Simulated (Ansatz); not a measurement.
**SiC (Moissanite) in Ansatz: the effect of functional**

SiC (Moissanite):

```
CELL_PARAMETERS angstrom
3.07600 0.00000 0.00000
-1.53800 2.66389 0.00000
0.00000 0.00000 5.04800
ATOMIC_POSITIONS crystal
Si 0.66667 0.33333 0.50000
Si 0.33333 0.66667 0.00000
C 0.66667 0.33333 0.88500
C 0.33333 0.66667 0.38500
```

Alike in all runs:

```yaml
Program: Ansatz 0.2.0
Task: projected density of states
Potentials_or_basis: Ansatz PAW
k_mesh: 6 × 6 × 3
Occupations: fermi-dirac, width 0.05 eV
Spin: no spin polarisation
```

Task: One run gave: gap on the mesh 2.16 eV; largest force 0.74 eV/Å. Which functional did it use?
A. RPBE
B. revPBE
C. PBEsol
D. BLYP
E. r2SCAN0

Result: C.

```csv
functional,cutoff,gap on the mesh (eV),largest force (eV/Å)
LDA,420 eV,2.21,0.73
PBEsol,420 eV,2.16,0.74
RPBE,420 eV,2.36,0.76
revPBE,420 eV,2.35,0.76
BLYP,420 eV,2.67,0.76
r2SCAN,500 eV,2.69,0.77
r2SCAN0,500 eV,4.13,0.78
```

Caveats: odd divisions of the mesh miss points on the zone boundary, where band edges often lie, so the gap on the mesh can be too wide; the PAW data sets come from PBE, with cores solved anew for the run's functional, which leaves a small shift of forces and pressure; the density of states is complete only up to the lowest level of the last band computed; the potentials were made for another functional, which shifts forces and pressure (some runs).

A k mesh can miss the band edges.

Not every run made on this cell is shown here.
